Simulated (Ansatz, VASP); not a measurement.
## BN in VASP and in Ansatz

```
N B
1.0
     2.55394    0.01277    0.00000
    -1.26591    2.20539    0.00000
     0.00000    0.00000    4.22685
N B
2 2
Direct
  0.33333 0.66667 0.12528
  0.66667 0.33333 0.62528
  0.33333 0.66667 0.49972
  0.66667 0.33333 0.99972
```

Change from the starting cell: strain = 0.01.

Alike in both runs: task single point; functional PBE; k mesh 9 × 9 × 5; occupations fermi-dirac, width 0.05 eV; no spin polarisation.

|  | VASP | Ansatz |
| --- | --- | --- |
| version | VASP 6.6.1 | Ansatz 0.2.0 |
| potentials or method | VASP PAW PBE potentials, release 64 (N, B) | Ansatz PAW |
| plane-wave cutoff (eV) | 520 | 420 |
| valence electrons in the cell | 16 | 16 |

VASP gave:

| Quantity | Value |
| --- | --- |
| gap on the k mesh at the Fermi level (eV) | 5.17 |
| least direct gap on the mesh (eV) | 8.21 |
| pressure (GPa) | 0.2 |
| largest component of the traceless stress (GPa) | 4.09 |
| rms of the force components (eV/Å) | 0.021 |

Question: Estimate Ansatz's values.

Answer: gap on the k mesh at the Fermi level (eV): 5.18; least direct gap on the mesh (eV): 8.22; pressure (GPa): 0.0; largest component of the traceless stress (GPa): 4.07; rms of the force components (eV/Å): 0.021.

Atom by atom the forces differ by 0.002 eV/Å (rms over components). With one functional, cell and mesh, what is left measures potentials, basis and numerics.

Caveats: an odd mesh through Γ misses points on the zone boundary, where band edges often lie (VASP); odd divisions of the mesh miss points on the zone boundary, where band edges often lie, so the gap on the mesh can be too wide (Ansatz); the pressure holds a Pulay correction of +1.1 GPa for the finite cutoff (Ansatz).
